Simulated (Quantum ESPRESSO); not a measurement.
# BP: phonons with PBE

BP:

```xyz
2
Lattice="0.0000 2.2690 2.2690 2.2690 0.0000 2.2690 2.2690 2.2690 0.0000" Properties=species:S:1:pos:R:3 pbc="T T T"
P     3.4035    3.4035    3.4035
B     0.0000    0.0000    0.0000
```

- Program: Quantum ESPRESSO 7.5
- Task: phonons
- Functional: PBE
- Potentials or basis: JTH 2.0 PBE
- Cutoff: 707 eV
- Density cutoff: 4245 eV
- k mesh: 8 × 8 × 8, shifted
- Occupations: fermi-dirac, width 0.05 eV
- Spin: no spin polarisation
- Mixing beta: 0.5
- Most SCF iterations: 120
- SCF threshold: 4e-10 Ry

| Property | Result |
| --- | --- |
| Pressure after relaxing | 1.1 GPa |
| Electronic dielectric tensor (diagonal) | 9.18 |
| Born charges (mean of the diagonal) | P +0.50; B -0.50 e |
| Highest phonon frequency at Γ, LO-TO splitting left out | 806 cm⁻¹ |
| Static dielectric tensor (diagonal) | 9.28 |

Levels at points of the mesh, in eV from the valence-band top:
```tsv
k point	band 1	band 2	band 3	band 4	band 5	band 6	band 7	band 8	band 9
(0.06, 0.06, 0.06)	-15.27	-0.45	0.00	0.00	3.70	3.70	3.76	7.71	11.88
```

Phonon frequencies in cm⁻¹ (negative: imaginary):
```
              q point           frequencies
(0.000, 0.000, 0.000)  -1 -1 -1 806 806 806
```

Electronic dielectric tensor:
```
9.18 0.00 0.00
0.00 9.18 0.00
0.00 0.00 9.18
```

Born effective charge tensors (e):
atom 1, P
```
0.50 0.00 0.00
0.00 0.50 0.00
0.00 0.00 0.50
```
atom 2, B
```
-0.50  0.00  0.00
 0.00 -0.50  0.00
 0.00  0.00 -0.50
```

Optical modes at Γ, degenerate ones joined, polar ones without the macroscopic field:
```
cm⁻¹  components  symmetry     active in  IR intensity, summed ((D/Å)²/amu)
 806           3        T2  IR and Raman                               2.19
```

Zone-centre frequencies without and with the macroscopic field along z (cm⁻¹):
```tsv
	optical modes in rising order
without	806 806 806
with the field	806 806 810
```

Static dielectric tensor, electrons and zone-centre modes:
```
9.28 0.00 0.00
0.00 9.28 0.00
0.00 0.00 9.28
```

Wall time 5.7 min on 1 thread of Intel(R) Xeon(R) Processor @ 2.50GHz (Skylake/Cascade Lake) (shared host), peak memory 0.07 GiB.
